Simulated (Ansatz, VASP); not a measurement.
# FeO (Wuestite): VASP beside Ansatz

The input INCAR:

```
PREC     = Accurate       # precision mode
ENCUT    = 520            # plane-wave cutoff, eV
EDIFF    = 1E-7           # SCF threshold, eV
ISMEAR   = 0              # smearing method
SIGMA    = 0.025          # smearing width, eV
LREAL    = F              # projectors in reciprocal space
LASPH    = T              # aspherical terms in the spheres
NELM     = 150            # most SCF steps
ALGO     = Normal         # electronic algorithm
ISIF     = 2              # what is computed and relaxed
LWAVE    = F              # write WAVECAR
LCHARG   = F              # write CHGCAR
ISPIN    = 2              # spin polarisation
MAGMOM   = 3 0            # initial moments
LORBIT   = 11             # projections on sites
LMAXMIX  = 4              # l up to which the mixer works
GGA      = PE             # functional
NBANDS   = 18             # bands
```

KPOINTS

```
regular mesh
0
Gamma
  11 11 11
```

Contents of POSCAR:

```
FeO
1.0
    0.0000000000      2.1554000000      2.1554000000
    2.1554000000      0.0000000000      2.1554000000
    2.1554000000      2.1554000000      0.0000000000
Fe O
1 1
Direct
    0.0000000000      0.0000000000      0.0000000000
    0.5000000000      0.5000000000      0.5000000000
```

The input input.yaml:

```yaml
crystal:
  lattice:
    - [0.0, 2.1554, 2.1554]
    - [2.1554, 0.0, 2.1554]
    - [2.1554, 2.1554, 0.0]
  atoms:
    - { symbol: Fe, position: [0.0, 0.0, 0.0], spin: 3.0 }
    - { symbol: O, position: [0.5, 0.5, 0.5] }
kpoints:
  mp_grid: { grid: [11, 11, 11] }
scf:
  occupations: { method: gaussian, width: 0.025 }
hamiltonian:
  xc: pbe
  pseudopotentials: { kind: all_electron, lapw: { basis_error: 0.001 } }
magnetization:
  spin_polarized: true
output:
  forces: true
  stress: true
  eigenvalues: true
```

Alike in both runs: task single point; functional PBE; k mesh 11 × 11 × 11; occupations gaussian, width 0.025 eV; collinear spin.

|  | VASP | Ansatz |
| --- | --- | --- |
| version | VASP 6.6.1 | Ansatz 0.2.0 |
| potentials or method | VASP PAW PBE potentials, release 64 (Fe, O) | all-electron LAPW, scalar-relativistic |
| plane-wave cutoff (eV) | 520 | see its input |

VASP gave:

```
gap on the k mesh at the Fermi level (eV)                     : none
pressure (GPa)                                                : -0.2
net moment per atom (μB)                                      : 2.00
size of the moment on the site where the two differ most (μB) : 0.30
```

Question: Which values does Ansatz return?

Answer: gap on the k mesh at the Fermi level (eV): none; pressure (GPa): -0.4; net moment per atom (μB): 2.00; size of the moment on the site where the two differ most (μB): 0.32.

Site moments also hang on the region over which each program counts them. A gap of «none» marks a metal or a gap that the smearing closes. Ansatz ran all-electron here, so the differences hold the error of VASP's frozen core and of both bases.

Caveats: a cell with one magnetic atom can't hold antiferromagnetic order, which such compounds often take; semilocal functionals often make such compounds metallic where correlation or magnetic order opens a gap, which also shifts bond lengths.
